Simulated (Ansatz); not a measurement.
Crystal: Al.

```xyz
1
Lattice="0.0000 2.0248 2.0248 2.0248 0.0000 2.0248 2.0248 2.0248 0.0000" Properties=species:S:1:pos:R:3 pbc="T T T"
Al    0.0000    0.0000    0.0000
```

```yaml
Program: Ansatz 0.2.0
Task: relaxation of cell and atoms
Functional: BLYP
Dispersion: D3(BJ)
Potentials_or_basis: all-electron LAPW, scalar-relativistic
Basis_error_allowed: 0.001 eV/atom
k_mesh: 11 × 11 × 11
Occupations: fermi-dirac, width 0.05 eV
Spin: no spin polarisation
```

At the start: volume 16.60 Å³/atom.

**Question.** How do energy, volume and symmetry change on relaxing?

**Answer.** Over 4 steps the energy falls by 17.4 meV/atom and the volume is 15.50 Å³/atom (-6.6 %); space group Fm-3m (No. 225, to 0.05 Å).

The path:
| step | energy change (eV) | largest force (eV/Å) | volume (Å³) |
| --- | --- | --- | --- |
| 1 | 0.0000 | 0.0000 | 16.60 |
| 2 | -0.0174 | 0.0000 | 15.47 |
| 3 | -0.0174 | 0.0000 | 15.50 |
| 4 | -0.0174 | 0.0000 | 15.50 |

Final structure:
```cif
data_structure
_symmetry_space_group_name_H-M 'P 1'
_symmetry_Int_Tables_number 1
_cell_length_a 2.7989
_cell_length_b 2.7989
_cell_length_c 2.7989
_cell_angle_alpha 60.000
_cell_angle_beta 60.000
_cell_angle_gamma 60.000
_cell_volume 15.50
loop_
_atom_site_label
_atom_site_type_symbol
_atom_site_fract_x
_atom_site_fract_y
_atom_site_fract_z
_atom_site_occupancy
Al1 Al 0.00000 0.00000 0.00000 1
```

The cell as given is a measured one (16.60 Å³/atom); BLYP+D3(BJ) puts the equilibrium volume -6.6 % from it, thermal expansion not counted.
